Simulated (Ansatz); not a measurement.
NaH:

```
Na H
1.0
     0.00000    2.44000    2.44000
     2.44000    0.00000    2.44000
     2.44000    2.44000    0.00000
Na H
1 1
Cartesian
  0.0000 0.0000 0.0000
  2.4400 2.4400 2.4400
```

Base run:

- Program: Ansatz 0.2.0
- Functional: PBE
- Potentials or basis: Ansatz PAW
- Cutoff: 420 eV (not typed: the program's choice for these potentials)
- k mesh: 9 × 9 × 9
- Occupations: fermi-dirac, width 0.05 eV
- Spin: no spin polarisation

Its results: pressure -0.7 GPa.

Q: The run is repeated on the same cell with these changes: functional from PBE to LDA. What comes out?

A: Pressure -2.6 GPa.

LDA binds more tightly than PBE, so the same cell stands under less pressure.

Caveats: the PAW data sets come from PBE, with cores solved anew for the run's functional, which leaves a small shift of forces and pressure (some runs).
